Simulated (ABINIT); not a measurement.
A run of ABINIT 10.8.3 (patched build) is set up as follows.

run.abi

```
# Datasets: ground state, then fixed potential
ndtset 2

# Pseudopotentials
pp_dirpath "./"
pseudos "Sn.GGA_PBE-JTH.xml, Se.GGA_PBE-JTH.xml"

# Structure
acell 21.5806723432 7.9179524622 8.4281785158
rprim
     1.0000000000     0.0000000000     0.0000000000
     0.0000000000     1.0000000000     0.0000000000
     0.0000000000     0.0000000000     1.0000000000
ntypat 2
znucl 50 34
natom 8
typat 1 1 1 1 2 2 2 2
xred
     0.8770000000     0.7500000000     0.9090000000
     0.6230000000     0.2500000000     0.4090000000
     0.3770000000     0.7500000000     0.5910000000
     0.1230000000     0.2500000000     0.0910000000
     0.6430000000     0.7500000000     0.9840000000
     0.8570000000     0.2500000000     0.4840000000
     0.1430000000     0.7500000000     0.5160000000
     0.3570000000     0.2500000000     0.0160000000
chkprim 0
chksymtnons 0
tolsym 1.0e-6

# Plane-wave basis
ecut 22.0
pawecutdg 44.0
pawxcdev 0

# Exchange and correlation
ixc 11

# Bands and occupations
occopt 3
tsmear 0.05 eV

# SCF cycle
nstep 100

# Output
iomode 3
prtwf 0
prteig 0
prtebands 0
enunit 1
prtden1 1
prtvha1 1
prtvclmb1 1
prtpot1 1

# Dataset 1
kptopt1 1
ngkpt1 3 5 5
nshiftk1 1
shiftk1 0.0 0.0 0.0
nband1 48
tolvrs1 1.0e-9

# Dataset 2: bands along G-X-S-Y-G-Z-U-R-T-Z
iscf2 -2
getden2 1
nband2 54
nbdbuf2 4
tolwfr2 1.0e-11
kptopt2 -9
ndivsm2 6
prteig2 1
prtvol2 -3
kptbounds2
     0.0000000000     0.0000000000     0.0000000000
     0.0000000000     0.5000000000     0.0000000000
     0.0000000000     0.5000000000     0.5000000000
     0.0000000000     0.0000000000     0.5000000000
     0.0000000000     0.0000000000     0.0000000000
     0.5000000000     0.0000000000     0.0000000000
     0.5000000000     0.5000000000     0.0000000000
     0.5000000000     0.5000000000     0.5000000000
     0.5000000000     0.0000000000     0.5000000000
     0.5000000000     0.0000000000     0.0000000000
```

Potentials or basis: JTH PAW PBE v2.0.

Launch:

```bash
$ abinit run.abi > log 2>&1
```

Question: Estimate the pressure.

Answer: 2.4 GPa.

Question: Estimate the band gap along the path.

Answer: 0.55 eV, indirect (least direct gap 0.67 eV).

Levels at the corners of the path, in eV from the valence-band top:
```csv
point,band 36,band 37,band 38,band 39,band 40,band 41,band 42,band 43,band 44,band 45
Γ,-1.83,-1.56,-1.20,-0.78,-0.57,0.78,2.96,3.04,3.07,3.33
X,-1.72,-1.03,-1.03,-0.75,-0.75,0.90,0.90,1.39,1.39,1.64
S,-3.19,-2.25,-2.25,-1.52,-1.52,2.86,2.86,3.11,3.11,4.87
Y,-1.49,-0.78,-0.78,-0.32,-0.32,1.25,1.25,1.58,1.58,1.63
Γ,-1.83,-1.56,-1.20,-0.78,-0.57,0.78,2.96,3.04,3.07,3.33
Z,-2.11,-1.84,-1.84,-0.64,-0.64,2.64,2.64,2.83,2.83,3.70
U,-2.14,-1.02,-1.02,-1.02,-1.02,1.39,1.39,1.39,1.39,2.01
R,-3.78,-1.54,-1.54,-1.54,-1.54,2.61,2.61,2.61,2.61,4.71
T,-1.79,-0.55,-0.55,-0.29,-0.29,1.24,1.24,1.59,1.59,1.65
Z,-2.11,-1.84,-1.84,-0.64,-0.64,2.64,2.64,2.83,2.83,3.70
```

Caveat: spin-orbit coupling is left out, which moves the levels of the heavy elements.

**The experiment to reproduce.**

From “Linear dichroism of the optical properties of SnS and SnSe van der Waals crystals”, 2024, arxiv:2409.17412, for a bulk crystal of SnSe at 20 K: band gap 0.99 eV (indirect).

Measured gap of SnSe: 0.99 eV (indirect; 20 K; “Linear dichroism of the optical properties of SnS and SnSe van der Waals crystals”, 2024, arxiv:2409.17412). This calculation gives 0.55 eV (-0.44 eV). 2 values of this kind are on record (0.89 to 0.99 eV); this one was drawn at random. Spin-orbit coupling on Se, Sn is left out. The value is that of PBE, without temperature or zero-point motion. Semilocal functionals fall short of measured gaps as a rule.
